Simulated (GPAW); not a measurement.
InP:

```
In P
1.0
     0.00000    2.93050    2.93050
     2.93050    0.00000    2.93050
     2.93050    2.93050    0.00000
In P
1 1
Direct
  0.00000 0.00000 0.00000
  0.75000 0.75000 0.75000
```

Base run:

- Program: GPAW 26.7.0
- Functional: r2SCAN
- Potentials or basis: GPAW PAW data sets (gpaw-data 1.2.1)
- Cutoff: 600 eV
- Basis: pw
- k mesh: 6 × 6 × 6
- Occupations: fermi-dirac, width 0.05 eV
- Spin: spin-orbit coupling, no magnetisation

Its results: band gap on the k mesh 1.11 eV, direct; pressure 1.5 GPa.

After a change of settings the same cell gave: band gap on the k mesh 0.82 eV, direct; pressure 2.6 GPa. Which change was it?
A. functional from r2SCAN to SCAN; spin axis theta (degrees) from 0 to 90
B. functional from r2SCAN to mBEEF; spin axis theta (degrees) from 0 to 90
C. functional from r2SCAN to TPSS; band points from 60 to 80

C.

Caveats: spin-orbit coupling was added after a scalar SCF, so levels and gaps hold it while energy, forces, pressure and moments don't; this program's spin-orbit splittings come out too wide for heavy elements; the PAW data sets were made with another functional, which shifts forces and pressure a little.

Not every run made on this cell is shown here.
